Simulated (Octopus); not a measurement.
Br:

```xyz
4
Lattice="3.3632 -2.3226 0.0000 3.3632 2.3226 0.0000 0.0000 0.0000 8.7023" Properties=species:S:1:pos:R:3 pbc="T T T"
Br    3.3632    0.6266    3.3948
Br    3.3632    1.6959    7.7459
Br    3.3632   -0.6266    5.3075
Br    3.3632   -1.6959    0.9564
```

```yaml
Program: Octopus 16.4
Task: single point
Functional: PBEsol
Potentials_or_basis: pseudodojo_pbesol (PseudoDojo 0.4, PBEsol)
Grid_spacing: 0.163 × 0.163 × 0.164 Å
k_mesh: 7 × 7 × 3
Occupations: fermi-dirac, width 0.05 eV
Spin: no spin polarisation
```

On this cell: largest force 0.736 eV/Å; band gap on the k mesh 1.81 eV, indirect (least direct gap 1.82 eV).

The same run follows on a disturbed copy (atoms moved at random, drawn with an rms of 0.05 Å):

```xyz
4
Lattice="3.3632 -2.3226 0.0000 3.3632 2.3226 0.0000 0.0000 0.0000 8.7023" Properties=species:S:1:pos:R:3 pbc="T T T"
Br    3.3857    0.6560    3.3552
Br    3.3759    1.6889    7.7164
Br    3.2985   -0.6329    5.3389
Br    3.3365   -1.7013    0.8863
```

What changes?

The energy moves by +4.7 meV/atom; largest force 1.267 eV/Å; band gap on the k mesh 1.62 eV, indirect (least direct gap 1.67 eV).

Forces on the atoms (eV/Å):
```
Br  -0.060 -0.159  0.119
Br  -0.025 -0.580 -1.104
Br   0.070  0.166 -0.145
Br   0.015  0.572  1.130
```

Caveats: an odd mesh through Γ misses points on the zone boundary, where band edges often lie.
